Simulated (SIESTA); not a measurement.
Sn:

```
CELL_PARAMETERS angstrom
-2.94014 2.94014 1.59930
2.94014 -2.94014 1.59930
2.94014 2.94014 -1.59930
ATOMIC_POSITIONS crystal
Sn 0.00000 0.00000 0.00000
Sn 0.75000 0.25000 0.50000
```

Base run:

| Property | Result |
| --- | --- |
| Program | SIESTA 5.4.2 |
| Functional | PBE |
| Potentials or basis | PseudoDojo 0.4 standard (PBE files) |
| Basis | DZP (energy shift 0.003 Ry; two zetas on semicore shells) |
| Grid cutoff | 500 Ry |
| Energy shift | 0.003 Ry |
| k mesh | 9 × 9 × 9 |
| Occupations | fermi-dirac, width 0.05 eV |
| Spin | no spin polarisation |

Its results: band gap on the k mesh none (metal or under the smearing width); pressure 2.2 GPa.

Q: The run is repeated on the same cell with these changes: functional from PBE to LDA; potentials or basis from PseudoDojo 0.4 standard (PBE files) to PseudoDojo 0.4 standard (LDA files). What comes out?

A: Band gap on the k mesh none (metal or under the smearing width); pressure -2.1 GPa.

Caveats: the basis of atomic orbitals isn't converged, which shifts pressures, moduli and gaps; spin-orbit coupling is left out, which moves the levels of the heavy elements (some runs).
